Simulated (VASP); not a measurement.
The system is NiO.

```
CELL_PARAMETERS angstrom
0.00000 2.08590 2.08590
2.08590 0.00000 2.08590
2.08590 2.08590 0.00000
ATOMIC_POSITIONS crystal
Ni 0.00000 0.00000 0.00000
O 0.50000 0.50000 0.50000
```

Base run:

- Program: VASP 6.6.1
- Functional: revPBE
- Potentials or basis: VASP PAW PBE potentials, release 64 (Ni, O)
- Cutoff: 520 eV
- k mesh: 11 × 11 × 11
- Occupations: fermi-dirac, width 0.05 eV
- Spin: collinear spin, ferromagnetic start
- Starting moments: [1.0, 0.0] μB

Its results: net moment 1.77 μB per cell.

**Question.** After a change of settings the same cell gave: net moment 1.60 μB per cell. Which change was it?
A. functional from revPBE to PW91; further incar settings from ALGO = Normal; EDIFF = 1e-07; NBANDS = 19 to ALGO = Normal; EDIFF = 1e-06; NBANDS = 19
B. functional from revPBE to BLYP; further incar settings from ALGO = Normal; EDIFF = 1e-07; NBANDS = 19 to ALGO = Fast; EDIFF = 1e-06
C. functional from revPBE to AM05; further incar settings from ALGO = Normal; EDIFF = 1e-07; NBANDS = 19 to ALGO = Normal; EDIFF = 1e-06

**Answer.** B.

Caveats: a cell with one magnetic atom can't hold antiferromagnetic order, which such compounds often take.
